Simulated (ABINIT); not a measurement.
# As (R-3m) in ABINIT: settings compared

The runs below take As through relaxation of cell and atoms, single point, with PBEsol, LDA.

Program: ABINIT 10.8.3 (patched build). These are calculated values, not measurements. Logs are shortened: lines on timing, memory, paths and dates and some standing lists are left out, and cuts for length are marked. The log counts tension as positive stress, the text compression.

## Step 1: The crystal as given

Symmetry: R-3m, No. 166, trigonal system. The conventional cell has a = 3.762 Å, b = 3.762 Å, c = 10.542 Å, α = 90.00°, β = 90.00°, γ = 120.00°. As (site symmetry 3m) is surrounded by 3 As at 2.51 Å.

## Step 2: Relaxation of cell and atoms, PBEsol

Contents of run.abi:

```
# Pseudopotentials
pp_dirpath "./"
pseudos "As.upf"

# Structure
acell 4.131 4.131 4.131 Angstrom
rprim
     0.4552885255     0.2628609527     0.8506564983
    -0.4552885255     0.2628609527     0.8506564983
     0.0000000000    -0.5257219055     0.8506564983
ntypat 1
znucl 33
natom 2
typat 1 1
chkprim 0
chksymtnons 0
tolsym 1.0e-6
xred
   0.2260000000   0.2260000000   0.2260000000
   0.7740000000   0.7740000000   0.7740000000

# Plane-wave basis
ecut 42.0
ecutsm 0.5

# k points
kptopt 1
ngkpt 7 7 7
nshiftk 1
shiftk 0.0 0.0 0.0

# Exchange and correlation
ixc -116133

# Bands and occupations
nband 19
occopt 3
tsmear 0.05 eV

# SCF cycle
nstep 80
tolvrs 1.0e-12

# Output
iomode 3
prteig 0
prtebands 0
prtwf 0
prtden 0

# Relaxation
ionmov 2
optcell 2
ntime 50
tolmxf 2.0e-5
dilatmx 1.08
```

Potentials or basis: PseudoDojo NC SR PBEsol v0.4.1 standard.

Launch:

```console
abinit run.abi > log 2>&1
```

run.abo:

```text
.Version 10.8.3 of ABINIT
 Symmetries : space group R-3 m (#166); Bravais hR (rhombohedral)
================================================================================
 Values of the parameters that define the memory need of the present run
     intxc =       0    ionmov =       2      iscf =       7    lmnmax =       6
     lnmax =       6     mgfft =      50  mpssoang =       3    mqgrid =    3001
     natom =       2  nloc_mem =       1    nspden =       1   nspinor =       1
    nsppol =       1      nsym =      12    n1xccc =    2501    ntypat =       1
    occopt =       3   xclevel =       2
       mpw =        4785          nfft =      125000          nkpt =          44
================================================================================
================================================================================

--------------------------------------------------------------------------------
------------- Echo of variables that govern the present computation ------------
--------------------------------------------------------------------------------
 -outvars: echo values of preprocessed input variables --------
            acell      7.8064586261E+00  7.8064586261E+00  7.8064586261E+00 Bohr
              amu      7.49215900E+01
          chkprim           0
      chksymtnons           0
          dilatmx      1.08000000E+00
             ecut      4.20000000E+01 Hartree
           ecutsm      5.00000000E-01 Hartree
           ionmov           2
              ixc     -116133
         kptrlatt        7    0    0      0    7    0      0    0    7
          kptrlen      4.97586745E+01
            natom           2
            nband          19
            ngfft          50      50      50
             nkpt          44
            nstep          80
             nsym          12
            ntime          50
           ntypat           1
           occopt           3
          optcell           2
           prtden           0
        prtebands           0
           prteig           0
            prtwf           0
            rprim      4.5528852550E-01  2.6286095270E-01  8.5065649830E-01
                      -4.5528852550E-01  2.6286095270E-01  8.5065649830E-01
                       0.0000000000E+00 -5.2572190550E-01  8.5065649830E-01
          spgroup         166
           tolmxf      2.00000000E-05
           tolsym      1.00000000E-06
           tolvrs      1.00000000E-12
           tsmear      1.83746611E-03 Hartree
            typat      1  1
           xangst     -1.7531415844E-17 -9.3360678491E-11  2.3825340323E+00
                      -1.5027569353E-17 -3.1974003639E-10  8.1596519512E+00
            xcart     -3.3129574545E-17 -1.7642611328E-10  4.5023368066E+00
                      -2.8397990416E-17 -6.0422110026E-10  1.5419507470E+01
             xred      2.2600000000E-01  2.2600000000E-01  2.2600000000E-01
                       7.7400000000E-01  7.7400000000E-01  7.7400000000E-01
[... 1229 lines left out ...]

 ----iterations are completed or convergence reached----

 Mean square residual over all n,k,spin=   39.073E-16; max=  21.404E-13
 reduced coordinates (array xred) for    2 atoms
       0.230019609679      0.230019609679      0.230019609679
       0.769980390321      0.769980390321      0.769980390321
 rms dE/dt=  1.0973E-04; max dE/dt=  1.0973E-04; dE/dt below (all hartree)
    1      -0.000109734105     -0.000109734105     -0.000109734105
    2       0.000109734105      0.000109734105      0.000109734105

 cartesian coordinates (angstrom) at end:
    1     -0.00000000000000    -0.00000000009057     2.31125574771106
    2     -0.00000000000000    -0.00000000030317     7.73682559170559

 cartesian forces (hartree/bohr) at end:
    1     -0.00000000000000     0.00000000000000     0.00001733727640
    2      0.00000000000000    -0.00000000000000    -0.00001733727640
 frms,max,avg= 1.0009681E-05 1.7337276E-05   0.000E+00  0.000E+00  0.000E+00 h/b

 cartesian forces (eV/Angstrom) at end:
    1     -0.00000000000000     0.00000000000000     0.00089151859739
    2      0.00000000000000    -0.00000000000000    -0.00089151859739
 frms,max,avg= 5.1471850E-04 8.9151860E-04   0.000E+00  0.000E+00  0.000E+00 e/A
 length scales=  7.561193361410  7.561193361410  7.561193361465 bohr
              =  4.001211211375  4.001211211375  4.001211211404 angstroms
 Fermi (or HOMO) energy (hartree) =   0.21134   Average Vxc (hartree)=  -0.40846
 Eigenvalues (hartree) for nkpt=  44  k points:
 kpt#   1, nband= 19, wtk=  0.00292, kpt=  0.0000  0.0000  0.0000 (reduced coord)
  -1.12214   -1.12214   -1.12063   -1.12063   -1.11941   -1.11815   -1.11815   -1.11758
  -1.11634   -1.11634   -0.34318    0.00915    0.12866    0.13640    0.13640    0.29111
   0.32880    0.32880    0.45094
      occupation numbers for kpt#   1
   2.00000    2.00000    2.00000    2.00000    2.00000    2.00000    2.00000    2.00000
   2.00000    2.00000    2.00000    2.00000    2.00000    2.00000    2.00000    0.00000
   0.00000    0.00000    0.00000
 prteigrs : prtvol=0 or 1, do not print more k-points.

--- !EnergyTerms
iteration_state     : {dtset: 1, itime: 12, icycle: 1, }
comment             : Components of total free energy in Hartree
kinetic             :  1.52362764482301E+02
hartree             :  5.85961436675613E+01
xc                  : -4.70169153723802E+01
Ewald energy        : -1.21678726201178E+02
psp_core            :  6.13955195882849E+00
local_psp           : -1.55731098081274E+02
non_local_psp       : -1.04538399091261E+02
internal            : -2.11866678637403E+02
'-kT*entropy'       : -2.12992209583778E-05
total_energy        : -2.11866699936624E+02
total_energy_eV     : -5.76518660463683E+03
band_energy         : -2.26452253106546E+01
...

 rms coord change=  4.0196E-03   atom, delta coord (reduced):
     1        0.004019609679      0.004019609679      0.004019609679
     2       -0.004019609679     -0.004019609679     -0.004019609679

 Cartesian components of stress tensor (hartree/bohr^3)
  sigma(1 1)=  1.22771444E-07  sigma(3 2)=  8.55035745E-13
  sigma(2 2)=  1.22775269E-07  sigma(3 1)=  0.00000000E+00
  sigma(3 3)= -1.30506582E-07  sigma(2 1)=  0.00000000E+00

-Cartesian components of stress tensor (GPa)         [Pressure= -1.1282E-03 GPa]
- sigma(1 1)=  3.61206060E-03  sigma(3 2)=  2.51560201E-08
- sigma(2 2)=  3.61217313E-03  sigma(3 1)=  0.00000000E+00
- sigma(3 3)= -3.83963621E-03  sigma(2 1)=  0.00000000E+00

== END DATASET(S) ==============================================================
================================================================================

 -outvars: echo values of variables after computation  --------
            acell      7.5611933614E+00  7.5611933614E+00  7.5611933615E+00 Bohr
           etotal     -2.1186669994E+02
            fcart     -1.0367916737E-21  5.7301844252E-22  1.7337276398E-05
                       1.0367916737E-21 -5.7301844252E-22 -1.7337276398E-05
            rprim      4.7377681309E-01  2.7353517052E-01  8.3708663940E-01
                      -4.7377681309E-01  2.7353517052E-01  8.3708663940E-01
                       0.0000000000E+00 -5.4707034113E-01  8.3708663940E-01
           strten      1.2277144427E-07  1.2277526932E-07 -1.3050658223E-07
                       8.5503574492E-13  0.0000000000E+00  0.0000000000E+00
           xangst     -2.8399246254E-16 -9.0570764559E-11  2.3112557477E+00
                      -6.2887903457E-16 -3.0316867141E-10  7.7368255917E+00
             xred      2.3001960968E-01  2.3001960968E-01  2.3001960968E-01
                       7.6998039032E-01  7.6998039032E-01  7.6998039032E-01
 Calculation completed.
```

Run time: 21 min. Hardware: 1 thread of Intel Xeon 6975P-C (Granite Rapids), shared host; peak memory 0.15 GiB.

What came out:

```yaml
Free_energy: -5765.1866 eV
Relaxed_volume: 20.85 Å³/atom
Relaxed_cell: a = 4.001 Å, b = 4.001 Å, c = 4.001 Å, α = 56.56°, β = 56.56°, γ = 56.56°
Space_group_after_relaxing_to_0.05_Å: R-3m (No. 166)
Energy_gained_by_relaxing: 10.2 meV/atom
Ionic_steps: 12
Pressure_after_relaxing: 0.0 GPa
Band_gap_on_the_k_mesh: 0.34 eV, indirect (least direct gap 0.77 eV)
```

The path:
```
step  energy change (eV)  largest force (eV/Å)  pressure (GPa)  volume (Å³)
   1              0.0000                0.3389            0.26        43.06
   2             -0.0024                0.2745            0.00        43.10
   3             -0.0084                0.0070           -0.93        43.11
   4             -0.0098                0.0445           -0.98        42.99
   5             -0.0151                0.1639           -0.66        42.23
   6             -0.0174                0.1574           -0.09        41.70
   7             -0.0188                0.0890            0.33        41.49
   8             -0.0196                0.0070            0.50        41.48
   9             -0.0200                0.0206            0.43        41.53
  10             -0.0204                0.0247            0.17        41.64
  11             -0.0205                0.0089            0.03        41.69
  12             -0.0205                0.0009            0.00        41.69
```

Final structure:
```xyz
2
Lattice="1.8957 1.0945 3.3494 -1.8957 1.0945 3.3494 0.0000 -2.1889 3.3494" Properties=species:S:1:pos:R:3 pbc="T T T"
As    0.0000    0.0000    2.3113
As    0.0000    0.0000    7.7368
```

Caveat: an odd mesh through Γ misses points on the zone boundary, where band edges often lie.

[end of part 1 of 2]
